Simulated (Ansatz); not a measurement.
# C: the cost of one run

Method: DFT PBEsol+D3(BJ), scalar-relativistic, plane waves, PAW, in Ansatz 0.2.0.

16 further runs of the same task are left out: 16 set aside as unsound or not needed.

### Step 1. Starting point

Symmetry: Fmmm, No. 69, orthorhombic system. Conventional cell: a = 2.459 Å, b = 4.256 Å, c = 6.649 Å, α = 90.00°, β = 90.00°, γ = 90.00°. Around C (site symmetry m2m) lie 3 C at 1.42 Å.

As a file:

```xyz
2
Lattice="0.0000 2.1280 3.3244 1.2294 0.0000 3.3244 1.2294 2.1280 0.0000" Properties=species:S:1:pos:R:3 pbc="T T T"
C     1.2294    0.7095    3.3244
C     1.2294    3.5465    3.3244
```

It is the result of an earlier relaxation at this level (volume 8.70 Å³/atom; gap on the mesh: 0.08 eV).

### Step 3. The grid

The energy is mapped over volume and the cell's shape.

First coordinate, volume per atom: 7 values from 7.31 to 10.09 Å³. Second coordinate, stretch along c over the lengths across it, relative to the relaxed cell: 7 values from 0.834 to 1.200.

Nothing else is relaxed (fractional coordinates fixed). Energies count from the relaxed crystal. Points are written as (first, second).

(The set-up runs are not shown.)

### Step 4. Point (7.31 Å³, 1.200)

Contents of input.yaml:

```yaml
crystal:
  lattice:
    - [0.0, 1.8896957608, 3.5413525594]
    - [1.09173847, 0.0, 3.5413525594]
    - [1.09173847, 1.8896957608, 0.0]
  atoms:
    - { symbol: C, position: [0.1667066167, 0.8332933833, 0.1667066167] }
    - { symbol: C, position: [0.8332933833, 0.1667066167, 0.8332933833] }
basis:
  ecutwfc: 520.0
kpoints:
  mp_grid: { grid: [18, 18, 18] }
hamiltonian:
  xc: pbesol
  pseudopotentials: { kind: paw, azcp: { folder: soft_1 } }
  dispersion: d3bj
scf:
  occupations: { method: gaussian, width: 0.03 }
output:
  forces: true
  stress: true
  eigenvalues: true
```

Command:

```
$ ansatz run input.yaml --threads 1 --pin off --max-ram 2048MiB --backend cpu --events-out ev --progress --plain --runs-dir out
```

Q: Estimate wall time and peak memory on 1 thread of Arm Neoverse N1, shared host.

About 22 s, with a peak of 0.41 GiB.
